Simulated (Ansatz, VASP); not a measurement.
Two plane-wave programs on PtSe2 (Sudovikovite)

```
Se Pt
1.0
     3.70690    0.00000    0.00000
    -1.85345    3.21027    0.00000
     0.00000    0.00000   31.12150
Se Pt
2 1
Direct
  0.66667 0.33333 0.45743
  0.33333 0.66667 0.54257
  0.00000 0.00000 0.50000
```

Alike in both runs: task single point; functional PBE; dispersion D3(BJ); k mesh 9 × 9 × 1; occupations gaussian, width 0.02 eV; no spin polarisation.

|  | VASP | Ansatz |
| --- | --- | --- |
| version | VASP 6.6.1 | Ansatz 0.2.0 |
| potentials or method | VASP PAW PBE potentials, release 64 (Se, Pt) | scalar-relativistic, plane waves, PAW |
| plane-wave cutoff (eV) | 520 | 420 |
| valence electrons in the cell | 22 | 50 |

|  | VASP | Ansatz | Ansatz less VASP |
| --- | --- | --- | --- |
| gap on the k mesh at the Fermi level (eV) | 1.35 | 1.36 | +0.011 |
| least direct gap on the mesh (eV) | 1.58 | 1.59 | +0.008 |

The two sets of potentials don't hold the same shells in valence.

Caveats: spin-orbit coupling is left out, which moves the levels of the heavy elements. A hybrid or GW would open this gap; PBE tends to underestimate it.
